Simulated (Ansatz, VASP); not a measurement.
This is a calculation of BaH4 for VASP 6.6.1.

INCAR

```
PREC = Accurate ; ENCUT = 600
EDIFF = 1E-6 ; ISMEAR = -1
SIGMA = 0.05 ; LREAL = False
LASPH = True ; NELM = 80
ALGO = Normal ; ISIF = 3
LWAVE = False ; LCHARG = False
GGA = PE ; IBRION = 2
NSW = 60 ; EDIFFG = -0.01
```

Contents of KPOINTS:

```
Automatic mesh
0
Gamma
  5 5 5
```

File POSCAR:

```
BaH4
1.0
    2.2908200000      1.3226000000      3.5362500000
   -2.2908200000      1.3226000000      3.5362500000
    0.0000000000     -2.6452100000      3.5362500000
Ba H
1 4
Direct
    0.0000000000      0.0000000000      0.0000000000
    0.7408700000      0.7408700000      0.7408700000
    0.2591300000      0.2591300000      0.2591300000
    0.4636900000      0.4636900000      0.4636900000
    0.5363100000      0.5363100000      0.5363100000
```

Potentials or basis: VASP PAW PBE potentials, release 64 (Ba_sv, H).

Command:

```bash
$ cat potpaw_PBE.64/Ba_sv/POTCAR potpaw_PBE.64/H/POTCAR > POTCAR
$ mpirun -np 1 vasp_std > vasp.out
```

Question: Translate it to Ansatz 0.2.0. Potentials there: Ansatz PAW.

Answer: As run (the cutoff follows the program's own potentials):

Contents of input.yaml:

```yaml
crystal:
  lattice:
    - [2.29082, 1.3226, 3.53625]
    - [-2.29082, 1.3226, 3.53625]
    - [0.0, -2.64521, 3.53625]
  atoms:
    - { symbol: Ba, position: [0.0, 0.0, 0.0] }
    - { symbol: H, position: [0.74087, 0.74087, 0.74087] }
    - { symbol: H, position: [0.25913, 0.25913, 0.25913] }
    - { symbol: H, position: [0.46369, 0.46369, 0.46369] }
    - { symbol: H, position: [0.53631, 0.53631, 0.53631] }
hamiltonian:
  xc: pbe
  pseudopotentials: { kind: paw }
kpoints:
  mp_grid: { grid: [5, 5, 5] }
scf:
  occupations: { method: fermi_dirac, width: 0.05 }
output:
  forces: true
  stress: true
  eigenvalues: true
relax:
  f_tol: 0.01
  max_steps: 40
  cell: { stress_tol: 0.05 }
```

Potentials or basis: Ansatz PAW.

The run is started by

```console
$ ansatz run input.yaml --threads 2 --pin off --max-ram 5632MiB --backend cpu --events-out ev --progress --plain --runs-dir out
```

Both were run:

|  | VASP | Ansatz | Ansatz less VASP |
| --- | --- | --- | --- |
| gap on the k mesh at the Fermi level, each at its own relaxed structure (eV) | 2.60 | 2.74 | +0.140 |
| relaxed volume (Å³/atom) | 13.06 | 12.86 | -0.207 |
| relaxed cell length with the largest relative difference (Å) | 4.439 | 4.416 | -0.0229 |

Caveats: spin-orbit coupling is left out, which moves the levels of the heavy elements; an odd mesh through Γ misses points on the zone boundary, where band edges often lie (VASP); odd divisions of the mesh miss points on the zone boundary, where band edges often lie, so the gap on the mesh can be too wide (Ansatz); the plane-wave basis is chosen anew once the cell has moved, so the energies of steps on either side of that aren't comparable (Ansatz). As with any semilocal functional, this PBE gap is likely too small.
